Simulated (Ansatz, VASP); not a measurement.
# Be: VASP beside Ansatz

INCAR

```
PREC = Accurate
ENCUT = 520
EDIFF = 1E-6
ISMEAR = 1
SIGMA = 1.0
LREAL = False
LASPH = True
NELM = 80
ALGO = Normal
ISIF = 2
LWAVE = False
LCHARG = False
NBANDS = 9
```

The input KPOINTS:

```
Automatic mesh
0
Gamma
  16 16 9
```

POSCAR

```
Be
1.0
    2.2295160349      0.0000000000      0.0000000000
   -1.1147580175      1.9308175243      0.0000000000
    0.0000000000      0.0000000000      3.5083258361
Be
2
Direct
    0.3333333333      0.6666666667      0.2500000000
    0.6666666667      0.3333333333      0.7500000000
```

Input for Ansatz:

```yaml
crystal:
  lattice:
    - [2.2295160349, 0.0, 0.0]
    - [-1.1147580175, 1.9308175243, 0.0]
    - [0.0, 0.0, 3.5083258361]
  atoms:
    - { symbol: Be, position: [0.3333333333, 0.6666666667, 0.25] }
    - { symbol: Be, position: [0.6666666667, 0.3333333333, 0.75] }
hamiltonian:
  xc: lda
  pseudopotentials:
    kind: paw
    azcp:
      Be: "pseudopotentials/Be.paw.azcp"
basis:
  ecutwfc: 420
  fft_grid_basis: typed
kpoints:
  mp_grid: { grid: [16, 16, 9], shift: [0, 0, 0] }
magnetization:
  spin_polarized: false
scf:
  occupations: { method: methfessel_paxton, width: 1.0 }
  lower_state_search: "off"
output:
  stress: true
  write_density: true
  write_potential: true
  elf: true
  volumetric_format: npy
```

Alike in both runs: task single point; functional LDA; k mesh 16 × 16 × 9; occupations methfessel-paxton of order 1, width 1 eV; no spin polarisation.

```csv
,VASP,Ansatz
version,VASP 6.6.1,Ansatz 0.2.0
potentials or method,"VASP PAW LDA potentials, release 64 (Be)","plane waves (420 eV) with PAW, scalar-relativistic"
plane-wave cutoff (eV),520,420
valence electrons in the cell,4,4
```

|  | VASP | Ansatz | Ansatz less VASP |
| --- | --- | --- | --- |
| pressure (GPa) | 0.1 | -0.3 | -0.45 |
| largest component of the traceless stress (GPa) | 0.06 | 0.06 | -0.006 |

Ansatz warned: «pseudo_functional_mismatch».
